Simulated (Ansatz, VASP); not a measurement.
CoO in VASP and in Ansatz

File INCAR:

```
ALGO     = Normal         # electronic algorithm
EDIFF    = 1E-6           # SCF threshold, eV
ENCUT    = 520            # plane-wave cutoff, eV
GGA      = PS             # functional
ISIF     = 2              # what is computed and relaxed
ISMEAR   = -1             # smearing method
ISPIN    = 2              # spin polarisation
LASPH    = T              # aspherical terms in the spheres
LCHARG   = F              # write CHGCAR
LMAXMIX  = 4              # l up to which the mixer works
LORBIT   = 11             # projections on sites
LREAL    = F              # projectors in reciprocal space
LWAVE    = F              # write WAVECAR
MAGMOM   = 2 2 0 0        # initial moments
NBANDS   = 27             # bands
NELM     = 150            # most SCF steps
PREC     = Accurate       # precision mode
SIGMA    = 0.05           # smearing width, eV
```

The input KPOINTS:

```
k-points
0
Gamma
  10 10 5
```

Contents of POSCAR:

```
CoO
1.0
    3.1761843872      0.0000000000      0.0000000000
   -1.5880921936      2.7506563664      0.0000000000
    0.0000000000      0.0000000000      5.1936166411
Co O
2 2
Direct
    0.3333333333      0.6666666667      0.5033624100
    0.0000000000      0.0000000000      0.0034741400
    0.3333333333      0.6666666667      0.8715556000
    0.0000000000      0.0000000000      0.3716088500
```

File input.yaml:

```yaml
crystal:
  lattice:
    - [3.1761843872, 0.0, 0.0]
    - [-1.5880921936, 2.7506563664, 0.0]
    - [0.0, 0.0, 5.1936166411]
  atoms:
    - { symbol: Co, position: [0.3333333333, 0.6666666667, 0.50336241], spin: 2.0 }
    - { symbol: Co, position: [0.0, 0.0, 0.00347414], spin: 2.0 }
    - { symbol: O, position: [0.3333333333, 0.6666666667, 0.8715556] }
    - { symbol: O, position: [0.0, 0.0, 0.37160885] }
kpoints:
  mp_grid: { grid: [10, 10, 5] }
scf:
  occupations: { method: fermi_dirac, width: 0.05 }
hamiltonian:
  xc: pbesol
  pseudopotentials: { kind: all_electron, lapw: { basis_error: 0.002 } }
magnetization:
  spin_polarized: true
output:
  forces: true
  stress: true
  eigenvalues: true
```

Change from the starting cell: volume scaled by 0.98.

Alike in both runs: task single point; functional PBEsol; k mesh 10 × 10 × 5; occupations fermi-dirac, width 0.05 eV; collinear spin.

|  | VASP | Ansatz |
| --- | --- | --- |
| version | VASP 6.6.1 | Ansatz 0.2.0 |
| potentials or method | VASP PAW PBE potentials, release 64 (Co, O) | all-electron LAPW, scalar-relativistic |
| plane-wave cutoff (eV) | 520 | see its input |

Ansatz gave:

- gap on the k mesh at the Fermi level (eV): none
- pressure (GPa): -7.5
- largest component of the traceless stress (GPa): 1.55
- rms of the force components (eV/Å): 0.062
- net moment per atom (μB): 0.00
- size of the moment on the site where the two differ most (μB): 2.18

What did VASP give for the same quantities?

gap on the k mesh at the Fermi level (eV): none; pressure (GPa): -5.3; largest component of the traceless stress (GPa): 2.93; rms of the force components (eV/Å): 0.165; net moment per atom (μB): 1.42; size of the moment on the site where the two differ most (μB): 2.43.

The net moments differ so much that the two runs ended in different magnetic states, which moves the other rows too. Site moments also hang on the region over which each program counts them. Atom by atom the forces differ by 0.227 eV/Å (rms over components). A gap of «none» marks a metal or a gap that the smearing closes. Ansatz ran all-electron here, so the differences hold the error of VASP's frozen core and of both bases.

Caveats: semilocal functionals often make such compounds metallic where correlation or magnetic order opens a gap, which also shifts bond lengths; the PAW data sets were made with another functional, which shifts forces and pressure a little (VASP); the starting moments weren't kept (Ansatz).
